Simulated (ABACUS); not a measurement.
Here is an ABACUS 3.10.1 calculation.

The input run_abacus.py:

```python
"""ABACUS run from a structure file: ASE reads it, the script writes STRU, KPT and INPUT."""
import re
import subprocess
from ase.io import read
from ase.units import Bohr

atoms = read("Pb.cif")
atoms = atoms[(-atoms.numbers).argsort(kind="stable")]  # ABACUS lists atoms element by element
pseudo = {'Pb': '82_Pb_14_3.0_3.1_pbe_n_v1.0.upf'}
orbital = {}
magmoms = None
kmesh = [5, 5, 5]
params = {
    'suffix': 'Pb',
    'calculation': 'scf',
    'basis_type': 'pw',
    'pseudo_dir': './',
    'symmetry': 1,
    'dft_functional': 'pbe',
    'ecutwfc': 63,
    'pseudo_rcut': 7,
    'nspin': 1,
    'nbands': 18,
    'ks_solver': 'dav',
    'smearing_method': 'fd',
    'smearing_sigma': 0.00367493,
    'scf_thr': 1e-08,
    'scf_nmax': 100,
    'mixing_type': 'broyden',
    'mixing_beta': 0.7,
    'cal_force': 1,
    'cal_stress': 1,
    'kpar': 4,
}

symbols = atoms.get_chemical_symbols()
elements = list(dict.fromkeys(symbols))
lines = ["ATOMIC_SPECIES"] + [f"{e} {atoms.get_masses()[symbols.index(e)]:.4f} {pseudo[e]}" for e in elements]
if orbital:
    lines += ["", "NUMERICAL_ORBITAL"] + [orbital[e] for e in elements]
lines += ["", "LATTICE_CONSTANT", f"{1 / Bohr:.10f}", "", "LATTICE_VECTORS"]
lines += [" ".join(f"{x:.10f}" for x in v) for v in atoms.cell]
lines += ["", "ATOMIC_POSITIONS", "Direct"]
for e in elements:
    lines += ["", e, "0.0", str(symbols.count(e))]
    for i, p in enumerate(atoms.get_scaled_positions(wrap=False)):
        if symbols[i] == e:
            mag = "" if magmoms is None else " mag " + " ".join(str(x) for x in (magmoms[i] if isinstance(magmoms[i], list) else [magmoms[i]]))
            lines.append(" ".join(f"{x:.10f}" for x in p) + " 1 1 1" + mag)
open("STRU", "w").write("\n".join(lines) + "\n")
open("KPT", "w").write("K_POINTS\n0\nGamma\n%d %d %d 0 0 0\n" % tuple(kmesh))
open("INPUT", "w").write("INPUT_PARAMETERS\n" + "".join(f"{k:<20s}{v}\n" for k, v in params.items()))

done = subprocess.run(['mpirun', '-np', '4', 'abacus'])
if done.returncode:
    raise SystemExit(done.returncode)
log = open("OUT.Pb/running_scf.log").read()
print("final energy (eV):", re.findall(r"FINAL_ETOT_IS (\S+)", log))
```

File Pb.cif:

```cif
data_Pb
_cell_length_a 4.86348052
_cell_length_b 4.86348052
_cell_length_c 4.86348052
_cell_angle_alpha 60.00000000
_cell_angle_beta 60.00000000
_cell_angle_gamma 60.00000000
_space_group_name_H-M_alt 'P1'
_space_group_name_Hall 'P 1'
_space_group_IT_number 1
loop_
_space_group_symop_operation_xyz
'x,y,z'
loop_
_atom_site_label
_atom_site_type_symbol
_atom_site_symmetry_multiplicity
_atom_site_Wyckoff_symbol
_atom_site_fract_x
_atom_site_fract_y
_atom_site_fract_z
_atom_site_occupancy
Pb1 Pb 1 a 0.2500000000 0.2500000000 0.2500000000 1
Pb2 Pb 1 a 0.0000000000 0.0000000000 0.0000000000 1
```

Potentials or basis: SPMS ONCV 1.0 PBE, plane waves.

Launch:

```bash
$ OMP_NUM_THREADS=1 python run_abacus.py > log
```

(1) Predict the band gap on the k mesh.

(2) Estimate the pressure.

Answers

(1) none (metal or under the smearing width).

(2) 2.7 GPa.
